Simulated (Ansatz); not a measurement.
Crystal: MnO2.

```
Mn O
1.0
     4.40042    0.00000    0.00000
     0.00000    4.40042    0.00000
     0.00000    0.00000    2.86708
Mn O
2 4
Cartesian
  2.2002 2.2002 1.4335
  0.0000 0.0000 0.0000
  3.5420 0.8585 1.4335
  3.0587 3.0587 0.0000
  0.8585 3.5420 1.4335
  1.3418 1.3418 0.0000
```

The cell is a database's computed one.

Base run:

| Property | Result |
| --- | --- |
| Program | Ansatz 0.2.0 |
| Functional | PBEsol |
| Potentials or basis | Ansatz PAW |
| Cutoff | 420 eV (not typed: the program's choice for these potentials) |
| k mesh | 6 × 6 × 9 |
| Occupations | fermi-dirac, width 0.05 eV |
| Spin | collinear spin, random start |
| Starting moments | [-2.09, 4.04, 0.0, 0.0, 0.0, 0.0] μB |

Its results: band gap on the k mesh none (metal or under the smearing width); pressure -6.3 GPa; largest force 0.060 eV/Å.

**Question.** The run is repeated on the same cell with these changes: spin from collinear spin, random start to no spin polarisation. What comes out?

**Answer.** Band gap on the k mesh none (metal or under the smearing width); pressure -15.3 GPa; largest force 0.170 eV/Å.

Caveats: semilocal functionals often make such compounds metallic where correlation or magnetic order opens a gap, which also shifts bond lengths; the PAW data sets come from PBE, with cores solved anew for the run's functional, which leaves a small shift of forces and pressure.
